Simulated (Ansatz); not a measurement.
Tc, 4 atoms in the cell. It takes space group P6_3/mmc (No. 194, hexagonal). Conventional cell: a = 2.739 Å, b = 2.739 Å, c = 8.770 Å, α = 90.00°, β = 90.00°, γ = 120.00°. Around Tc (site symmetry -6m2) lie 12 Tc at 2.70 to 2.74 Å. Tc (site symmetry -3m) is surrounded by 12 Tc at 2.70 to 2.74 Å. 

* Program: Ansatz 0.2.0
* Task: single point
* Functional: PBE
* Potentials or basis: all-electron LAPW, scalar-relativistic
* Cutoff: 262 eV (chosen from the basis error)
* Basis error allowed: 0.001 eV/atom
* k mesh: 11 × 11 × 3
* Occupations: fermi-dirac, width 0.05 eV
* Spin: no spin polarisation

Potentials or basis: all-electron LAPW, scalar-relativistic.

Run with:

```sh
$ ansatz run input.yaml --threads 2 --pin off --max-ram 6144MiB --backend cpu --events-out ev --progress --plain --runs-dir out
```

Hardware: 2 threads of Arm Neoverse N1 (shared host).

Q: How long does it take, and how much memory?

A: It took 47 s on 2 threads of Arm Neoverse N1 (shared host), peak memory 0.6 GiB. Counts: scf iterations 10, plane waves 563, k points 32, bands 75.
